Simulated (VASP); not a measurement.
Input of a VASP 6.6.1 run:

INCAR

```
PREC = Accurate
ENCUT = 520
EDIFF = 1E-6
ISMEAR = 1
SIGMA = 0.1
LREAL = F
LASPH = T
NELM = 60
ALGO = Fast
ISIF = 2
LWAVE = F
LCHARG = F
ISPIN = 2
MAGMOM = 0.03
LORBIT = 11
NUPDOWN = 1
GGA = PE
IVDW = 12
LHYPERFINE = T
```

The input KPOINTS:

```
Automatic mesh
0
Gamma
  7 7 7
```

File POSCAR:

```
Rb
1.0
   -3.0312865304      3.0312865304      2.8018077590
    3.0312865304     -3.0312865304      2.8018077590
    3.0312865304      3.0312865304     -2.8018077590
Rb
1
Direct
    0.0000000000      0.0000000000      0.0000000000
```

Potentials or basis: VASP PAW PBE potentials, release 64 (Rb_sv).

Run with:

```bash
$ cat potpaw_PBE.64/Rb_sv/POTCAR > POTCAR
$ mpirun -np 1 vasp_std > vasp.out
```

What does it give for the dispersion energy per atom?

-0.090 eV.

Estimate the pressure.

-0.2 GPa.

Hyperfine coupling, principal values (MHz):
```
atom               values
1 Rb  140.2, 139.8, 140.2
```

Caveat: the total moment is fixed, so each spin has its own Fermi level.
